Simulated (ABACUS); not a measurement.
SnSe: equation of state with PBE

The system is SnSe, a slab with vacuum.

```xyz
4
Lattice="4.2853 0.0000 0.0000 0.0000 4.2853 0.0000 0.0000 0.0000 10.9907" Properties=species:S:1:pos:R:3 pbc="T T T"
Sn    0.0000    2.1427    6.8996
Sn    2.1427    0.0000    4.0911
Se    0.0000    2.1427    4.2200
Se    2.1427    0.0000    6.7707
```

| Quantity | Value |
| --- | --- |
| Program | ABACUS 3.10.1 |
| Task | equation of state |
| Functional | PBE |
| Potentials or basis | PseudoDojo NC SR 0.4.1 PBE standard |
| Cutoff | 1184 eV |
| Density cutoff | 4735 eV |
| Basis | plane waves |
| k mesh | 6 × 6 × 3 |
| Occupations | fermi-dirac, width 0.05 eV |
| Spin | no spin polarisation |
| Radial cutoff of the potentials (pseudo_rcut) | 10 bohr |
| SCF threshold on the density | 1e-08 |
| Max SCF steps | 100 |
| Eigensolver | dav |
| Mixing | broyden |
| Mixing share | 0.7 |
| Symmetry key | 1 |
| Bands | 36 |

The equilibrium volume is 51.74 Å³/atom. The bulk modulus at fixed shape and positions is 25 GPa and the pressure derivative of the bulk modulus is 4.3.

Energy against volume, from the lowest point:
```tsv
volume (Å³/atom)	energy (meV/atom)
47.431	32.75
48.440	18.45
49.449	8.51
50.458	2.49
51.468	0.00
52.477	0.69
53.486	4.25
```

All runs of the series together: 6.7 min on 4 threads of Intel(R) Xeon(R) Platinum 8488C (Sapphire Rapids) (shared host).

Caveat: the cell was scaled at fixed shape and fractional positions, which overstates the stiffness of a crystal with free parameters, most of all of layers and chains.
